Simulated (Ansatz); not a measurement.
Set up this calculation in Ansatz 0.2.0, as the native input.

```
Task                : relaxation of cell and atoms
Functional          : PBEsol0
Potentials or basis : Ansatz PAW
Cutoff              : 420 eV (not typed: the program's choice for these potentials)
k mesh              : 4 × 4 × 4
Occupations         : fermi-dirac, width 0.05 eV
Spin                : no spin polarisation
```

The system is PbS.

```
Pb S
1.0
     3.65366    0.00000    0.00000
     0.00000    3.65366    0.00000
     0.00000    0.00000    3.65366
Pb S
1 1
Direct
  0.00000 0.00000 0.00000
  0.50000 0.50000 0.50000
```

Measurements of this composition are mostly on another form, of space group No. 225.

The input as run:

input

```
crystal:
  lattice:
    - [3.653659, 0.0, 0.0]
    - [0.0, 3.653659, 0.0]
    - [0.0, 0.0, 3.653659]
  atoms:
    - { symbol: Pb, position: [0.0, 0.0, 0.0] }
    - { symbol: S, position: [0.5, 0.5, 0.5] }
hamiltonian:
  xc: { exchange: pbesol, correlation: pbesol, exx: { coeff: 0.25 } }
  pseudopotentials: { kind: paw }
kpoints:
  mp_grid: { grid: [4, 4, 4] }
scf:
  occupations: { method: fermi_dirac, width: 0.05 }
output:
  forces: true
  stress: true
  eigenvalues: true
relax:
  f_tol: 0.01
  max_steps: 40
  cell: { stress_tol: 0.05 }
```

It gave:

```yaml
Relaxed_volume: 22.56 Å³/atom
Relaxed_cell: a = 3.560 Å, b = 3.560 Å, c = 3.560 Å, α = 90.00°, β = 90.00°, γ = 90.00°
Space_group_after_relaxing_to_0.05_Å: Pm-3m (No. 221)
Energy_gained_by_relaxing: 29.6 meV/atom
Ionic_steps: 5
Pressure_after_relaxing: 0.0 GPa
```

Caveat: the k mesh is coarse (spacing up to 0.43 Å⁻¹), so the values aren't converged, least of all with exact exchange; the plane-wave basis is chosen anew once the cell has moved, so the energies of steps on either side of that aren't comparable; the PAW data sets come from PBE, with cores solved anew for the run's functional, which leaves a small shift of forces and pressure.

It took 110 s on 1 × NVIDIA H100 80GB HBM3 with 2 threads of AMD EPYC 7R13 Processor (Zen 3), on a shared host, peak memory 1.6 GiB.
